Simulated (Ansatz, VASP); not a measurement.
## Two plane-wave programs on GaN

The input INCAR:

```
PREC = Accurate
ENCUT = 520
EDIFF = 1E-6
ISMEAR = 0
SIGMA = 0.01
LREAL = F
LASPH = T
NELM = 60
ALGO = Normal
ISIF = 2
LWAVE = F
LCHARG = F
IBRION = 2
NSW = 80
EDIFFG = -0.001
```

The input KPOINTS:

```
Automatic mesh
0
Gamma
  9 9 6
```

File POSCAR:

```
GaN
1.0
    3.1736400000      0.0000000000      0.0000000000
   -1.5868200000      2.7484528624      0.0000000000
    0.0000000000      0.0000000000      5.1714759600
Ga N
2 2
Direct
    0.3333333333      0.6666666667      0.0000000000
    0.6666666667      0.3333333333      0.5000000000
    0.3333333333      0.6666666667      0.3750000000
    0.6666666667      0.3333333333      0.8750000000
```

Input for Ansatz:

```yaml
crystal:
  lattice:
    - [3.17364, 0.0, 0.0]
    - [-1.58682, 2.7484528624, 0.0]
    - [0.0, 0.0, 5.17147596]
  atoms:
    - { symbol: Ga, position: [0.3333333333, 0.6666666667, 0.0] }
    - { symbol: Ga, position: [0.6666666667, 0.3333333333, 0.5] }
    - { symbol: "N", position: [0.3333333333, 0.6666666667, 0.375] }
    - { symbol: "N", position: [0.6666666667, 0.3333333333, 0.875] }
scf:
  occupations: { method: fixed }
output:
  forces: true
  stress: true
  eigenvalues: true
hamiltonian:
  xc: lda
relax:
  f_tol: 0.001
  max_steps: 60
kpoints:
  mp_grid: { grid: [9, 9, 6] }
```

Alike in both runs: task relaxation of the atoms; functional LDA; k mesh 9 × 9 × 6; no spin polarisation.

|  | VASP | Ansatz |
| --- | --- | --- |
| version | VASP 6.6.1 | Ansatz 0.2.0 |
| potentials or method | VASP PAW LDA potentials, release 64 (Ga_d, N) | scalar-relativistic, plane waves, PAW |
| plane-wave cutoff (eV) | 520 | 420 |
| occupations | gaussian, width 0.01 eV | fixed |
| valence electrons in the cell | 36 | 36 |

Ansatz gave:

| Quantity | Value |
| --- | --- |
| gap on the k mesh at the Fermi level, each at its own relaxed structure (eV) | 2.00 |

Problem. Which values does VASP return?

Solution. gap on the k mesh at the Fermi level, each at its own relaxed structure (eV): 2.01.

Ansatz warned: «stress_scf_threshold_loose».
